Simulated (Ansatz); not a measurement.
# B (P4/mmm) in Ansatz: notebook, part 2 of 2

Ansatz 0.2.0. Earlier steps stand in the parts before.

## Step 5: Single point, r2SCAN0

input

```
crystal:
  lattice:
    - [2.34611, 0.0, 0.0]
    - [0.0, 2.34611, 0.0]
    - [0.0, 0.0, 1.58579]
  atoms:
    - { symbol: B, position: [0.5, 0.5, 0.5] }
hamiltonian:
  xc: r2scan0
  pseudopotentials: { kind: paw }
kpoints:
  mp_grid: { grid: [6, 6, 8] }
scf:
  occupations: { method: fermi_dirac, width: 0.05 }
output:
  forces: true
  stress: true
  eigenvalues: true
  write_density: true
  write_potential: true
  elf: true
  volumetric_format: npy
```

Potentials or basis: Ansatz PAW.

What it wrote:

```text
Warning: output.stress: scf.convergence.dr2_threshold = 1e-7 eV (the SCF's general default) is looser than the 1e-10 eV advised for a printed stress (1e-10 eV for each atom of the cell: 1). What an SCF threshold leaves in a stress goes as its square root, and in the free energy as the threshold itself, and one threshold admits the most on a small cell: of the crystals measured, under no hybrid functional and no lock of the moments, on runs that ended without the residual-converged pass, on stresses that held no estimate of that error, the worst erred by over 100 MPa in a component at 1e-7 eV an atom and by under 5 at 1e-10. Set scf.convergence.dr2_threshold to 1e-10 eV or tighter. The threshold is an SCF's pass mark: one that does not reach it within its budget of iterations ends unconverged, or closes short of it on a stop that the run arms, and scf.convergence.dr2_threshold's page says what that costs each kind of run
Warning: output.stress: scf.exx.energy_threshold = 1e-6 eV is looser than the 1e-8 eV advised for a stress under a hybrid functional (1e-8 eV for each atom of the cell: 1). Every SCF of the exchange loop can meet its threshold on dr2 while the loop round them stops early: no threshold on dr2 bounds what that leaves in the stress. Set scf.exx.energy_threshold to 1e-8 eV or tighter. The threshold is the loop's pass mark: a loop that does not reach it within its budget of cycles ends unconverged, and scf.exx.energy_threshold's page has the law
GPUs: using 1 of 1 available (devices: 1).
Engine: ansatz 0.2.0, x86_64-unknown-linux-gnu
Pseudopotentials: kind: paw
Pseudopotential: B, paw, valence charge 3, recommended cutoff 500 eV (meta_gga), B.paw.azcp
Functional definition: r2SCAN0
  parameter a = 0.25
  parameter k0 = 0.174
  parameter k1 = 0.065
  parameter a1 = 4.9479
  exchange = (1 - a)*r2scan_x(k0 = k0, k1 = k1, a1 = a1) + a*exact_x
  correlation = r2scan_c
device memory: the entry about to start is reckoned to put 0.5 GiB on a device that reports 52.3 GiB free (of which the cap on the GPU budget leaves the run 18.0 GiB)
GPU FFT provider: cuFFT
GPU libraries: cuBLAS 13.8.2, cuFFT 12.4.0, cuSOLVER 12.3.4
Crystal: 1 atoms, lattice volume = 8.729 Å³
Basis set: ecut = 500 eV, 217 PW (Γ), exchange–correlation on 72×72×48 points (64 copies of the dense FFT grid, shifted against one another)
Bands: 6, of which v1, the nominal top of the filled ones, is band 2 counted from 1 (1 counted from 0)
Symmetry: 16 space group operations
Space group: P4/mmm (ITA 123), of the structure as read, at distance tolerance 2.1e-5 Å
k-points: 50 of 288
Non-local potential: B, projectors of the file, l = 0: 2, l = 1: 2, l = 2: 1
PAW form: soft (Blöchl's): semilocal exchange-correlation on the pseudo side does not see the compensation charge
PAW frozen core: B, regenerated for the run's functional, and the local potential with it (the file was generated under x = pbe(κ = 0.804, μ = 0.2195149727645171), c = pbe(β = 0.06672455060314922))
PAW one-centre angular grid: B, 302 points (default); XC on 160 Gauss nodes
Initial density: superposition of atomic densities (neutral atoms: chi_scale 0, normalization atom), corrected by the library's trained network
Initial wavefunctions: pseudopotential atomic-orbital guess
GPU buffer pool allocated for 3888 grid points (all kernels)
GPU transforms: local potential and band sums: the whole-box path, slower on large boxes, on 18×18×12 (no pruned transform is built for box sides of 12 points)
Functional: x = r2scan, c = r2scan; τ floored in thin density (d = 2e-4 eV/Å³), warm-up for x = 0.75 r2scan + 0.25 exact, c = r2scan; τ floored in thin density (d = 2e-4 eV/Å³)
SCF iter   1: F=—  HF=-155.450966 eV  |F-HF|=—  |Δ(HF+E_count)|=         —  Δρ=8.73e-3  dr2=4.41e-3  dr2_τ=8.19e-2  ethr=1.77e-3  ⟨swp⟩=6.4  Hψ=1400  notcnv=0
preconditioner: auto → none  [insulator: Δε(μ)=0.377 eV  Ē_g=21.878 eV  σ=0.050 eV  W_gap=0.67  n_scr=0 (ndim 8)  ℏωp=21.8 eV  f_vac=0.000  D(μ)=0.42/eV (n_scr^D=4)]
SCF iter   2: F=—  HF=-155.467210 eV  |F-HF|=—  |Δ(HF+E_count)|=   1.62e-2  Δρ=4.75e-3  dr2=1.08e-3  dr2_τ=1.23e-5  ethr=1.47e-4  ⟨swp⟩=3.3  Hψ=884  notcnv=0  defer=2
iter 3 solved again at ethr=6.81e-8 eV; its pass at ethr=3.59e-5 eV (dr2=2.04e-6 eV) is discarded
SCF iter   3: F=—  HF=-155.467259 eV  |F-HF|=—  |Δ(HF+E_count)|=   4.85e-5  Δρ=2.38e-4  dr2=2.21e-6  dr2_τ=1.11e-6  ethr=6.81e-8  ⟨swp⟩=2.7  Hψ=876  notcnv=0
SCF iter   4: F=—  HF=-155.467262 eV  |F-HF|=—  |Δ(HF+E_count)|=   3.80e-6  Δρ=8.70e-5  dr2=2.35e-7  dr2_τ=1.13e-8  ethr=6.81e-8  ⟨swp⟩=2.0  Hψ=379  notcnv=0
SCF iter   5: F=—  HF=-155.467263 eV  |F-HF|=—  |Δ(HF+E_count)|=   2.80e-7  Δρ=1.83e-5  dr2=1.41e-8  dr2_τ=6.75e-10  ethr=7.84e-9  ⟨swp⟩=2.7  Hψ=442  notcnv=0
[... 19 lines left out ...]
SCF iter   5: F=-155.337445 eV  HF=-155.337445 eV  |F-HF|=6.16e-9  |Δ(HF+E_count)|=   1.11e-6  Δρ=1.54e-5  dr2=8.08e-7  dr2_τ=4.72e-10  ethr=3.82e-8  ⟨swp⟩=2.7  Hψ=420  notcnv=0
SCF 2 stopped early in 5 iterations: F = -155.337445 eV  dr2 = 8.08e-7
hybrid outer 1: dexx = +1.021e-3 eV, tail = 1.84e-6 eV
GPU FFT provider: cuFFT
GPU libraries: cuBLAS 13.8.2, cuFFT 12.4.0, cuSOLVER 12.3.4
GPU buffer pool allocated for 3888 grid points (all kernels)
GPU transforms: local potential and band sums: the whole-box path, slower on large boxes, on 18×18×12 (no pruned transform is built for box sides of 12 points)
Exchange kernel: α = 0.2500, full range, Wigner–Seitz truncation, v(0) = 6328.8401 eV·Å³, q-mesh 6×6×8, nearest image of the exchange supercell L = 12.69 Å, pair-density grid 12×12×9, without the augmentation charges, whose exchange is taken in its separable form by FFT convolution over the k-point mesh (sized by the pseudopotential files, 18×18×12 at the most), smooth part of the exact exchange by density-matrix convolution in up to 661.3 MiB of GPU memory as planned if the GPU has room (build and FFT work areas not counted)
Frozen-core exchange: fock
SCF iter   1: F=—  HF=-155.337381 eV  |F-HF|=—  |Δ(HF+E_count)|=         —  Δρ=1.35e-4  dr2=6.29e-6  dr2_τ=7.25e-9  ethr=3.06e-7  ⟨swp⟩=3.0  Hψ=681  notcnv=0
preconditioner: auto → none  [insulator: Δε(μ)=0.712 eV  Ē_g=24.183 eV  σ=0.050 eV  W_gap=0.50  n_scr=0 (ndim 8)  ℏωp=21.8 eV  f_vac=0.000  D(μ)=0.28/eV (n_scr^D=0)]
SCF iter   2: F=—  HF=-155.337381 eV  |F-HF|=—  |Δ(HF+E_count)|=   3.91e-7  Δρ=1.99e-5  dr2=5.47e-6  dr2_τ=5.26e-10  ethr=3.25e-8  ⟨swp⟩=2.0  Hψ=376  notcnv=0
SCF iter   3: F=—  HF=-155.337457 eV  |F-HF|=—  |Δ(HF+E_count)|=   7.64e-5  Δρ=9.12e-5  dr2=6.28e-7  dr2_τ=3.91e-9  ethr=4.37e-10  ⟨swp⟩=3.8  Hψ=531  notcnv=0
SCF iter   4: F=—  HF=-155.337457 eV  |F-HF|=—  |Δ(HF+E_count)|=   2.39e-7  Δρ=3.13e-6  dr2=7.64e-8  dr2_τ=6.85e-11  ethr=4.37e-10  ⟨swp⟩=3.0  Hψ=457  notcnv=0
SCF iter   5: F=—  HF=-155.337458 eV  |F-HF|=—  |Δ(HF+E_count)|=   4.64e-7  Δρ=1.76e-5  dr2=1.91e-8  dr2_τ=1.94e-10  ethr=8.80e-12  ⟨swp⟩=4.2  Hψ=969  notcnv=0
SCF iter   6: F=-155.337458 eV  HF=-155.337458 eV  |F-HF|=3.98e-13  |Δ(HF+E_count)|=   8.32e-9  Δρ=1.51e-7  dr2=1.32e-10  dr2_τ=8.58e-14  ethr=8.80e-12  ⟨swp⟩=3.0  Hψ=458  notcnv=0
SCF 3 converged in 6 iterations: F = -155.337458 eV  dr2 = 1.32e-10
  Residual-converged pass: ⟨swp⟩=1.9  Hψ=373  notcnv=0  max |occ|·‖R‖ = 2.4e-6 eV (tolerance 2.4e-6 eV)  dr2=1.32e-10  dr2_τ=7.75e-14  dr2_onsite=5.94e-14  max |Δocc| = 5.7e-17
hybrid outer 2: dexx = +9.064e-8 eV, tail = 3.31e-10 eV, Δε = 5.99e-3 eV (about 9.56e-5 eV left of the loop's levels)
hybrid SCF converged: 2 outer / 11 inner (+6 warm-up), last move |dexx| = 9.06e-8 eV, tail = 3.31e-10 eV
Stability not checked: this state was not tested for a lower state beside it, because the functional holds exact exchange (a hybrid, or Hartree-Fock), whose exchange loop this test does not read (fock_operator; see scf.lower_state_search)
Free energy (F): -155.337458 eV
Frozen-core exchange: fock
Harris-Foulkes:  -155.337458 eV  (|F-HF|=3.98e-13)
Internal energy: -155.335508 eV  (E = F + TS)
E sigma→0 (E₀):  -155.336483 eV
Entropy (-TS):   -0.001950 eV (-1.950 meV/atom)
Fermi energy:    7.378599 eV
--- Per-component energies (eV) ---
  E_band       = -0.002157
  E_kinetic    = 44.850179
  E_local      = -22.914136  (includes V_loc(G=0)·N_el)
  E_nonlocal   = 12.629826
  E_hartree    = 4.716598
  E_xc         = -23.532347
  E_vxc        = -30.290371  (∫ρ·V_xc dr)
  E_exx        = -6.136467  (= α·E_x^exact, valence–valence)
  E_paw        = -80.380999  (= ΣΔE_a)
  E_vpaw       = -2.650949  (= ΣTr[D̂ρ^β])
  E_aug_tail   = -0.000001  (compensation charges beyond the density's cutoff)
  E_vtau       = 1.213053  (kinetic-family band-sum trace: ∫τ·v_τ [+ j·A + Jᵃ·Aᵃ] dr)
  E_ewald      = -84.542062
  E_core_change = -0.026098  (= ΣΔE_core)
  E_smearing   = -0.001950  (= −TS)
  E_closure    = -0.000000  (closes the sum)
  Σ components = -155.337458   (vs F -155.337458, Δ=2.84e-14)
--- Forces (eV/Å), atoms counted from 1 ---
  atom   1  B      0.00000000    -0.00000000     0.00000000
  max |Σ_I F_I| component: 9.86e-31 eV/Å
--- Stress (GPa, compression-positive) ---
        1.037133       0.000000       0.000000
        0.000000       1.037133       0.000000
        0.000000       0.000000      -8.455314
  P = ⅓ Tr σ = -2.1270 GPa (-21.270 kbar)
--- Band table (eV; the first three rows and the last of 50) ---
  k-point 0: bands = ["-9.2838", "13.7963", "13.7963", "23.5145", "24.9587", "37.2861"]
  k-point 1: bands = ["-8.4738", "14.7121", "14.7121", "23.7623", "24.5194", "34.3657"]
  k-point 2: bands = ["-6.1187", "17.3751", "17.3751", "19.3548", "27.5207", "31.9864"]
  k-point 49: bands = ["4.2248", "16.3044", "16.3044", "23.4831", "24.4357", "24.4357"]
```

v_z.tsv:

```text
# z_ang	v_es[eV]	v_tot[eV]
# format = ansatz-planar-average/11
# xc	r2scan0
# density_cutoff_ev	2000
# datasets	B=:simpson_from_first_knot:soft:fock:shift=0
# lattice	2.346110000	0.000000000	0.000000000
# lattice	0.000000000	2.346110000	0.000000000
# lattice	0.000000000	0.000000000	1.585790000
# sites	1
# site	5	1.173055000	1.173055000	0.792895000
0.000000	7.048961e0	-2.193462e0
0.132149	6.330938e0	-2.896508e0
0.264298	4.204474e0	-5.063207e0
0.396448	1.111243e0	-8.109940e0
0.528597	-1.994102e0	-1.097698e1
0.660746	-4.217876e0	-1.304457e1
0.792895	-5.017023e0	-1.382413e1
0.925044	-4.217876e0	-1.304457e1
1.057193	-1.994102e0	-1.097698e1
1.189342	1.111243e0	-8.109940e0
1.321492	4.204474e0	-5.063207e0
1.453641	6.330938e0	-2.896508e0
```

Wall time 11 s (1 × NVIDIA H100 80GB HBM3 with 2 threads of AMD EPYC 7R13 (Zen 3), shared host); peak memory 1.2 GiB.

What came out:

* Free energy: -155.3375 eV
* Pressure: -2.1 GPa
* Band gap on the k mesh: none (metal or under the smearing width)

Caveat: the k mesh is coarse (spacing up to 0.50 Å⁻¹), so the values aren't converged, least of all with exact exchange; the PAW data sets come from PBE, with cores solved anew for the run's functional, which leaves a small shift of forces and pressure; the thresholds are loose for stress.

## Step 6: Overview

| task | level | cell | cutoff (eV) | gap on the mesh (eV) | pressure (GPa) | relaxed volume (Å³/atom) |
| --- | --- | --- | --- | --- | --- | --- |
| relaxation of cell and atoms | HSE06 | relaxed | 420 | none | 0.0 | 8.86 |
| relaxation of cell and atoms | HSE03 | relaxed | 420 | none | 0.0 | 8.88 |
| relaxation of cell and atoms | HSEsol | relaxed | 420 | none | 0.0 | 8.56 |
| single point | r2SCAN0 | as given | 500 | none | -2.1 | - |

Alike in all rows: potentials or basis Ansatz PAW; no spin polarisation; k mesh 6 × 6 × 8; smearing fermi-dirac 0.05 eV; the mesh is coarse, so values aren't converged.

Caveats: all runs use coarse meshes; the PAW data sets come from PBE, with cores solved anew for the run's functional, which leaves a small shift of forces and pressure; the plane-wave basis is chosen anew once the cell has moved, so the energies of steps on either side of that aren't comparable (some runs); the thresholds are loose for stress (some runs).

Absolute energies hang on the potentials; compare differences alone.
